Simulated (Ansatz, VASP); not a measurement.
# One calculation of WC, two programs

```
W C
1.0
    -2.90136    0.00094   -2.82623
     1.45149   -2.51406    0.00000
    -2.90136    0.00094    2.82623
W C
2 2
Direct
  0.00008 0.00008 0.00008
  0.50008 0.00008 0.50008
  0.91659 0.66659 0.41659
  0.41659 0.66659 0.91659
```

Alike in both runs: functional PBEsol; k mesh 7 × 7 × 7; no spin polarisation; Hubbard terms W d U = 4.66 eV, J = 0.92 eV.

Ansatz relaxed the structure, and its values are those at the end. VASP's run is a single point on that final structure, the one shown.

```csv
,VASP,Ansatz
version,VASP 6.6.1,Ansatz 0.2.0
potentials or method,"VASP PAW PBE potentials, release 64 (W_sv, C)",PAW plane waves
plane-wave cutoff (eV),520,420
occupations,"methfessel-paxton of order 1, width 0.1057 eV","cold, width 0.1057 eV"
valence electrons in the cell,36,36
```

```tsv
	VASP	Ansatz	Ansatz less VASP
gap on the k mesh at the Fermi level (eV)	none	none	-
pressure (GPa)	9.1	0.0	-9.15
```

The programs project onto different local orbitals, so the same U acts differently. A gap of «none» marks a metal or a gap that the smearing closes. Ansatz warned: «filled_band_counts_differ_across_k_points».

Caveats: the PAW data sets were made with another functional, which shifts forces and pressure a little (VASP); U without spin polarisation on a metal has little footing; the U is typed as a test and isn't derived for this compound. Spin-orbit coupling is left out, which matters for the levels of W.
